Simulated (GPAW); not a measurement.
# NiO in GPAW: the effect of strain uniaxial z

NiO:

```
CELL_PARAMETERS angstrom
0.00000 2.08590 2.00247
2.08590 0.00000 2.00247
2.08590 2.08590 0.00000
ATOMIC_POSITIONS crystal
Ni 0.00000 0.00000 0.00000
O 0.50000 0.50000 0.50000
```

Alike in all runs:

```yaml
Program: GPAW 26.7.0
Task: single point
Functional: PBEsol
Potentials_or_basis: PAW data sets generated in the run's folder for this functional
Cutoff: 800 eV
Basis: pw
k_mesh: 11 × 11 × 11
Occupations: fermi-dirac, width 0.05 eV
Spin: collinear spin, ferromagnetic start
Starting_moments: "[1.0, 0.0] μB"
Maxiter: 150
```

```tsv
strain uniaxial z	pressure (GPa)	moment (μB)
-0.04	2.7	0.63
-0.02	-2.6	0.60
-0.01	-5.0	0.57
0.02	?	?
0.04	-9.2	1.56
```

What does the run with strain uniaxial z 0.02 give?

Pressure -6.6 GPa; moment 1.47 μB.

Worked out: A parabola through the other rows of the pressure, of slope -65.7 GPa per unit of strain uniaxial z there, gives -8.7 GPa, against the run's -6.6. A parabola through the other rows of the moment, of slope 21.7 μB per unit of strain uniaxial z there, gives 1.02 μB, against the run's 1.47.

Caveats: the density grid can change from cell to cell, which puts small steps into energies and stress; the stock nickel data set gives pressures a few GPa off other programs; a cell with one magnetic atom can't hold antiferromagnetic order, which such compounds often take.
